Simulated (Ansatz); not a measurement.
Band structure of InN (P6_3mc, 12 atoms in the cell).

```
InN
1.0
    3.50472     0.00000     0.00000
   -1.75236     3.03518     0.00000
    0.00000     0.00000    17.19752
In N
6 6
Direct
  0.00000   0.00000   0.00000
  0.00000   0.00000   0.50000
  0.66667   0.33333   0.83325
  0.33333   0.66667   0.33325
  0.66667   0.33333   0.16650
  0.33333   0.66667   0.66650
  0.00000   0.00000   0.87460
  0.00000   0.00000   0.37460
  0.66667   0.33333   0.70785
  0.33333   0.66667   0.20785
  0.66667   0.33333   0.04150
  0.33333   0.66667   0.54150
```

Computed with PBE with spin-orbit coupling, PAW files (plane waves; Ansatz, a quantum-chemistry and plane-wave program).

Settings: kpoints.mp_grid.grid = 9 9 2; hamiltonian.xc = pbe; hamiltonian.pseudopotentials = {kind: paw_fr}; magnetization.noncollinear = true; magnetization.spin_orbit = true; scf.occupations.method = cold; scf.occupations.width = 0.1 eV; kpoints.band_path.npoints = 10.

The starting cell was generated: these elements placed on a structure prototype, without a prior relaxation; it need not be a known phase or ordering of this composition. Its lattice was rescaled by a random factor within 2.5 % of one. The run gives no clean gap (levels at the Fermi energy touch, overlap or are partly filled at this smearing), which alone does not show that the compound is a metal.

Levels in eV from the Fermi level, bands 105 to 112:
| point | 105 | 106 | 107 | 108 | 109 | 110 | 111 | 112 |
|---|---|---|---|---|---|---|---|---|
| Γ | -0.02 | -0.02 | 0.01 | 0.01 | 0.01 | 0.01 | 1.52 | 1.52 |
| M | -1.11 | -1.11 | -0.88 | -0.88 | 3.18 | 3.18 | 3.31 | 3.31 |
| K | -1.54 | -1.52 | -1.52 | -1.50 | 4.99 | 5.00 | 5.00 | 5.00 |
| A | -0.06 | -0.06 | -0.06 | -0.06 | 0.76 | 0.76 | 0.76 | 0.76 |
| L | -0.99 | -0.99 | -0.99 | -0.99 | 3.10 | 3.10 | 3.10 | 3.10 |
| H | -1.59 | -1.59 | -1.59 | -1.59 | 5.09 | 5.09 | 5.11 | 5.11 |

No band crosses the Fermi level by more than 0.03 eV along this path.

The net moment of the cell came out as 0.00 μB.

Keys are those of Ansatz 0.2.
